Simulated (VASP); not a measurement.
TiO2 (Rutile):

```xyz
6
Lattice="4.5922 0.0000 0.0000 0.0000 4.5922 0.0000 0.0000 0.0000 2.9574" Properties=species:S:1:pos:R:3 pbc="T T T"
Ti    0.0000    0.0000    0.0000
Ti    2.2961    2.2961    1.4787
O     1.4004    1.4004    0.0000
O     0.8957    3.6965    1.4787
O     3.1918    3.1918    0.0000
O     3.6965    0.8957    1.4787
```

Base run:

| Item | Value |
| --- | --- |
| Program | VASP 6.6.1 |
| Functional | PBEsol |
| Potentials or basis | VASP PAW PBE potentials, release 64 (Ti_sv, O) |
| Cutoff | 520 eV |
| k mesh | 5 × 5 × 8 |
| Occupations | fermi-dirac, width 0.02 eV |
| Spin | no spin polarisation |

Its results: band gap on the k mesh 1.84 eV, direct; pressure -1.0 GPa; largest force 0.056 eV/Å.

Question: After a change of settings the same cell gave: band gap on the k mesh 1.78 eV, direct; pressure -6.8 GPa; largest force 0.003 eV/Å. Which change was it?
A. functional from PBEsol to PBE
B. functional from PBEsol to LDA; potentials or basis from VASP PAW PBE potentials, release 64 (Ti_sv, O) to VASP PAW LDA potentials, release 64 (Ti_sv, O)
C. functional from PBEsol to r2SCAN
D. functional from PBEsol to HSE06; k mesh from 5 × 5 × 8 to 4 × 4 × 6

Answer: B.

Caveats: an odd mesh through Γ misses points on the zone boundary, where band edges often lie; the PAW data sets were made with another functional, which shifts forces and pressure a little (some runs).
